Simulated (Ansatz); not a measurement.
Energy ranking of CO structures

Method: DFT r2SCAN, scalar-relativistic, plane waves, PAW (Ansatz). Settings: cutoff 500 eV, Γ-centred meshes no coarser than 0.19 Å⁻¹ for metals and 0.3 Å⁻¹ for insulators (2π included), Gaussian smearing.

Temperature and zero-point effects are left out. Larger cells and other orderings weren't all tried, so the list isn't exhaustive. For metals, differences of a few meV/atom aren't resolved. No dispersion correction is applied, so the spacing between layers, chains or molecules is poorly fixed, and with it the volume and density (CO P2_13). No run is spin-polarised.

```csv
#,started from,space group,atoms,V (Å³/atom),ΔE (meV/atom),gap on mesh (eV)
1,database cell,P2_13 (No. 198),8,22.8,0,6.75
2,"tenorite type, changed",P4_2/mmc (No. 131),4,7.0,2580,0.00
3,zinc blende type,F-43m (No. 216),2,10.2,2876,0.00
4,caesium chloride type,Pm-3m (No. 221),2,7.7,3612,0.00
```

The lowest structure: Space group P2_13 (No. 198), cubic, a = 5.669 Å. C has 1 O at 1.13 Å; O is coordinated by 1 C at 1.13 Å. Its energy against the elements is -0.361 eV/atom. Energies over the elements count from the lowest elemental structures computed at the same level (O₂ as a molecule), with no empirical corrections.

```cif
data_structure
_symmetry_space_group_name_H-M 'P2_13'
_symmetry_Int_Tables_number 198
_cell_length_a 5.6688
_cell_length_b 5.6688
_cell_length_c 5.6688
_cell_angle_alpha 90.000
_cell_angle_beta 90.000
_cell_angle_gamma 90.000
_cell_volume 182.17
loop_
_atom_site_label
_atom_site_type_symbol
_atom_site_symmetry_multiplicity
_atom_site_Wyckoff_symbol
_atom_site_fract_x
_atom_site_fract_y
_atom_site_fract_z
_atom_site_occupancy
C1 C 4 a 0.96619 0.96619 0.96619 1
O1 O 4 a 0.08091 0.08091 0.08091 1
```

The second: Space group P4_2/mmc (No. 131), tetragonal, a = 2.411 Å, c = 4.797 Å. C has 4 O at 1.70 Å; around O lie 4 C at 1.70 Å.